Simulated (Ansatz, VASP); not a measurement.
**Two plane-wave programs on Al2O3**

```xyz
5
Lattice="3.2589 0.0000 0.0000 -1.6294 2.8223 0.0000 0.0000 0.0000 7.5746" Properties=species:S:1:pos:R:3 pbc="T T T"
Al    0.0000    0.0000    2.1054
Al    0.0000    0.0000    5.4693
O     0.0000    1.8815    1.5108
O     1.6294    0.9408    6.0638
O     0.0000    0.0000    3.7873
```

Change from the starting cell: strain +0.080 along x and y, +0.000 along z, atoms carried along.

Alike in both runs: task single point; functional PBEsol; k mesh 12 × 12 × 4; occupations gaussian, width 0.05 eV; no spin polarisation.

|  | VASP | Ansatz |
| --- | --- | --- |
| version | VASP 6.6.1 | Ansatz 0.2.0 |
| potentials or method | VASP PAW PBE potentials, release 64 (Al, O) | scalar-relativistic, plane waves, PAW |
| plane-wave cutoff (eV) | 520 | 420 |
| valence electrons in the cell | 24 | 24 |

```csv
,VASP,Ansatz,Ansatz less VASP
gap on the k mesh at the Fermi level (eV),1.88,1.90,+0.020
least direct gap on the mesh (eV),1.88,1.90,+0.020
pressure (GPa),-18.4,-18.5,-0.08
largest component of the traceless stress (GPa),14.33,13.96,-0.373
rms of the force components (eV/Å),0.456,0.439,-0.0170
```

Atom by atom the forces differ by 0.028 eV/Å (rms over components). The functional is the same, so the differences come from potentials, cutoffs and numerics.

Caveats: so large a pressure means that the cell lies far from this level's equilibrium, or that cutoff or potentials fall short (VASP); the potentials were made for another functional, which shifts forces and pressure (VASP). A k mesh can miss the band edges.
